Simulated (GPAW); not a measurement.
## Ag in GPAW: convergence with basis set

Input of the first run (basis set lcao:sz(dzp)); the others differ in this setting and in those tied to it:

run.py

```python
from ase.dft.bandgap import bandgap
from ase.io import read, write
from gpaw import GPAW

atoms = read('POSCAR')

calc = GPAW(mode='lcao',
            h=0.16,
            basis='sz(dzp)',
            xc='RPBE',
            kpts={'size': (11, 11, 11), 'gamma': True},
            occupations={'name': 'fermi-dirac', 'width': 0.05},
            convergence={'density': 1e-05, 'energy': 1e-05},
            maxiter=100,
            txt='gpaw.txt')
atoms.calc = calc
energy = atoms.get_potential_energy()
forces = atoms.get_forces()
calc.write('gs.gpw')
write('result.traj', atoms)
print(f'Energy: {energy:.6f} eV')
print('Forces (eV/A):')
print(forces.round(4))
print('Fermi level:', round(calc.get_fermi_level(), 4), 'eV')
print(f'Gap: {bandgap(calc)[0]:.4f} eV, direct: {bandgap(calc, direct=True)[0]:.4f} eV')
```

The input POSCAR:

```
Ag
1.0
    0.0000000000      2.0427500000      2.0427500000
    2.0427500000      0.0000000000      2.0427500000
    2.0427500000      2.0427500000      0.0000000000
Ag
1
Direct
    0.0000000000      0.0000000000      0.0000000000
```

Potentials or basis: the program's PAW data sets (release 1.2.1) made for this functional, lcao:sz(dzp).

Launch:

```sh
$ OMP_NUM_THREADS=1 python run.py
```

Hardware: 1 thread of Arm Neoverse V2, with other jobs on the host.

| basis set | energy less the tightest run, at zero smearing (meV/atom) | SCF cycles | CPU time (s) | peak memory (GiB) |
| --- | --- | --- | --- | --- |
| lcao:sz(dzp) | 268.29 | 7 | 280 | 0.18 |
| lcao:szp(dzp) | 223.22 | 8 | 450 | 0.19 |
| lcao:dz(dzp) | 0.00 | 8 | 470 | 0.21 |
| lcao:dzp | timed out after 330 s | - | - | - |

Not settled before the last step: the energy (to 1 meV/atom). The tightest run that finished is the yardstick and may itself not be fully converged.

Caveat, for the tightest run too: the real-space grid adds noise to forces; the basis of atomic orbitals isn't converged, which shifts pressures, moduli and gaps.
